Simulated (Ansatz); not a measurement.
The cell comes from COD entry 1540841, which wasn't checked; take it as a given geometry.

An input for InSe: DFT, PBE, all-electron LAPW, scalar-relativistic (Ansatz 0.2.0).

Command: `ansatz run input.yaml --threads 1 --pin off --max-ram 4096MiB --backend cpu --events-out ev --progress --plain --runs-dir out` The run took 100 s on 1 thread of Intel(R) Xeon(R) 6975P-C (Granite Rapids), with other jobs on the host, peak memory 1.1 GiB.

```yaml
crystal:
  lattice:
    - [5.8679026766, -2.055, 0.0]
    - [5.8679026766, 2.055, 0.0]
    - [-1.5994156962, 0.0, 4.3236564064]
  atoms:
    - { symbol: In, position: [0.884, 0.884, 0.005] }
    - { symbol: In, position: [0.116, 0.116, 0.995] }
    - { symbol: Se, position: [0.66, 0.66, 0.642] }
    - { symbol: Se, position: [0.34, 0.34, 0.358] }
kpoints:
  mp_grid: { grid: [7, 7, 6] }
  band_path:
    path:
      - [0.0, 0.0, 0.0]
      - [-0.2848576481, 0.2848576481, 0.0]
      - [-0.7151423519, -0.2848576481, 0.0]
      - [-0.5, -0.5, 0.0]
      - [0.0, 0.0, 0.0]
      - [-0.5, -0.5, 0.5]
      - [-0.7459295213, -0.2540704787, 0.5]
      - [-0.2540704787, 0.2540704787, 0.5]
      - [0.0, 0.0, 0.5]
    npoints: 14
scf:
  occupations: { method: fermi_dirac, width: 0.02 }
hamiltonian:
  xc: pbe
  pseudopotentials: { kind: all_electron, lapw: { basis_error: 0.0005 } }
output:
  forces: true
  stress: true
  eigenvalues: true
  populations: true
  dos: { projected: true, de: 0.2, e_range: [-14, 8] }
```

Set-up and iterations as logged by Ansatz (the results part is left out, to be predicted):

```
In: projections on atomic orbitals take those of the free atom 1s2 2s2 2p6 3s2 3p6 3d10 4s2 4p6 4d10 5s2 5p1, of charge +0.00 (hamiltonian.pseudopotentials.projection_atoms)
Se: projections on atomic orbitals take those of the free atom 1s2 2s2 2p6 3s2 3p6 3d10 4s2 4p4, of charge +0.00 (hamiltonian.pseudopotentials.projection_atoms)
LAPW: plane waves up to 9.030 Å⁻¹, error target 5.0e-4 eV per atom; small_component_spin mean_spin; Se in spheres of 1.245 Å, 24 of its electrons in bands, Dirac shells []; In in spheres of 1.336 Å, 21 of its electrons in bands, Dirac shells []
Engine: ansatz 0.2.0
Pseudopotentials: kind: all_electron
Pseudopotential: In, LAPW, valence charge 21, Koelling and Harmon's equation, gaussian nucleus
Pseudopotential: Se, LAPW, valence charge 24, Koelling and Harmon's equation, gaussian nucleus
Functional definition: PBE
  parameter kappa = 0.804
  parameter beta = 0.06672455060314922
  exchange = pbe_x(kappa = kappa, mu = beta*pi^2/3)
  correlation = pbe_c(beta = beta)
Crystal: 4 atoms, lattice volume = 104.274 Å³
Basis set: ecut = 310.6457677659285 eV, 1285 PW (Γ), FFT grids on a1−a2, a2, a3, exchange–correlation at level 2
Bands: 54, of which v1, the nominal top of the filled ones, is band 45 counted from 1 (44 counted from 0)
Symmetry: 4 space group operations
Space group: C2/m (ITA 12), of the structure as read, at distance tolerance 4.7e-5 Å
k-points: 88 of 294
Non-local potential: In, projectors of the file, none
Non-local potential: Se, projectors of the file, none
Initial density: superposition of atomic densities (chi_scale 0.1, normalization cell, long waves kept (reshape's long-wave potential 0.04 eV rms))
Initial wavefunctions: plane waves of lowest kinetic energy (no species holds an atomic orbital)
Functional: x = pbe(κ = 0.804, μ = 0.2195149727645171), c = pbe(β = 0.06672455060314922)
iter 1 solved again at ethr=1.75e-3 eV; its pass at ethr=1.00e-1 eV (dr2=1.58e0 eV) is discarded
SCF iter   1: F=—  HF=-452345.533692 eV  |F-HF|=—  |Δ(HF+E_count)|=         —  Δρ=2.77e-2  dr2=1.58e0  ethr=1.75e-3  ⟨swp⟩=2.0  Hψ=29951  notcnv=0
SCF iter   2: F=—  HF=-452345.078111 eV  |F-HF|=—  |Δ(HF+E_count)|=   4.56e-1  Δρ=1.29e-2  dr2=2.59e-1  ethr=1.75e-3  ⟨swp⟩=2.3  Hψ=14533  notcnv=0
SCF iter   3: F=—  HF=-452345.044631 eV  |F-HF|=—  |Δ(HF+E_count)|=   3.35e-2  Δρ=6.05e-3  dr2=5.42e-2  ethr=2.88e-4  ⟨swp⟩=2.0  Hψ=14509  notcnv=0  defer=1
iter 4 solved again at ethr=2.70e-6 eV; its pass at ethr=6.02e-5 eV (dr2=2.43e-3 eV) is discarded
SCF iter   4: F=—  HF=-452345.045869 eV  |F-HF|=—  |Δ(HF+E_count)|=         —  Δρ=1.43e-3  dr2=2.43e-3  ethr=2.70e-6  ⟨swp⟩=2.0  Hψ=24197  notcnv=0
the basis was enlarged: its passes take 760.2 KiB over the memory plan, 1 of 1 planned eigensolver slots
SCF iter   5: F=—  HF=-452345.045217 eV  |F-HF|=—  |Δ(HF+E_count)|=   6.52e-4  Δρ=3.64e-4  dr2=1.57e-4  ethr=2.70e-6  ⟨swp⟩=3.0  Hψ=14488  notcnv=0
SCF iter   6: F=—  HF=-452345.045434 eV  |F-HF|=—  |Δ(HF+E_count)|=   2.18e-4  Δρ=9.38e-5  dr2=1.13e-5  ethr=1.74e-7  ⟨swp⟩=3.0  Hψ=14439  notcnv=0
SCF iter   7: F=—  HF=-452345.045451 eV  |F-HF|=—  |Δ(HF+E_count)|=   1.70e-5  Δρ=4.37e-5  dr2=3.07e-6  ethr=1.26e-8  ⟨swp⟩=3.0  Hψ=14355  notcnv=0
SCF iter   8: F=—  HF=-452345.045454 eV  |F-HF|=—  |Δ(HF+E_count)|=   2.38e-6  Δρ=1.37e-5  dr2=3.00e-7  ethr=3.41e-9  ⟨swp⟩=3.0  Hψ=14424  notcnv=0
SCF iter   9: F=-452345.045454 eV  HF=-452345.045454 eV  |F-HF|=1.14e-8  |Δ(HF+E_count)|=   3.00e-7  Δρ=5.28e-6  dr2=3.96e-8  ethr=3.33e-10  ⟨swp⟩=3.0  Hψ=14393  notcnv=0
```

What pressure will this run report?

2.94 GPa (positive in compression).

How large will the largest force be?

0.777 eV/Å.

Is there a band gap?

0.92 eV.
